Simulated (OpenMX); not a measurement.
The system is BAs.

```
CELL_PARAMETERS angstrom
0.00000 2.38850 2.38850
2.38850 0.00000 2.38850
2.38850 2.38850 0.00000
ATOMIC_POSITIONS crystal
As 0.75000 0.75000 0.75000
B 0.00000 0.00000 0.00000
```

Base run:

- Program: OpenMX 3.8.5
- Functional: PBE
- Potentials or basis: OpenMX 2013 PBE set, As7.0-s3p2d2, B7.0-s2p2d1, grid cutoff 500 Ry
- k mesh: 11 × 11 × 11
- Occupations: fermi-dirac, width 0.05 eV
- Spin: no spin polarisation

Its results: band gap on the k mesh 1.26 eV, indirect (least direct gap 3.35 eV).

The run is repeated on the same cell with these changes: k mesh from 11 × 11 × 11 to 7 × 7 × 7; spin from no spin polarisation to non-collinear spin, zero start, spin-orbit coupling. What comes out?

Band gap on the k mesh 1.19 eV, indirect (least direct gap 3.14 eV); net moment 0.00 μB per cell.

Several settings changed at once, so the effect can't be laid on one alone.

Caveats: the basis of atomic orbitals isn't converged, which shifts pressures, moduli and gaps; total energies with and without spin-orbit coupling shouldn't be compared in this program (some runs).
